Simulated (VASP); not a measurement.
Crystal: V.

```
V
1.0
     2.57339    0.00000    0.00000
    -1.28669    2.22862    0.00000
     0.00000    0.00000    4.64510
V
2
Direct
  0.33333 0.66667 0.25000
  0.66667 0.33333 0.75000
```

This isn't the form of V at room conditions, which is bcc.

Base run:

| Property | Result |
| --- | --- |
| Program | VASP 6.6.1 |
| Functional | PBEsol |
| Potentials or basis | VASP PAW PBE potentials, release 64 (V_sv) |
| Cutoff | 520 eV |
| k mesh | 18 × 18 × 10 |
| Occupations | gaussian, width 0.5 eV |
| Spin | no spin polarisation |

Its results: band gap on the k mesh none (metal or under the smearing width); pressure 1.6 GPa.

Question: The run is repeated on the same cell with these changes: cutoff from 520 eV to 700 eV; occupations from gaussian, width 0.5 eV to gaussian, width 0.1 eV. What comes out?

Answer: Band gap on the k mesh none (metal or under the smearing width); pressure -0.1 GPa.

Caveats: the PAW data sets were made with another functional, which shifts forces and pressure a little.
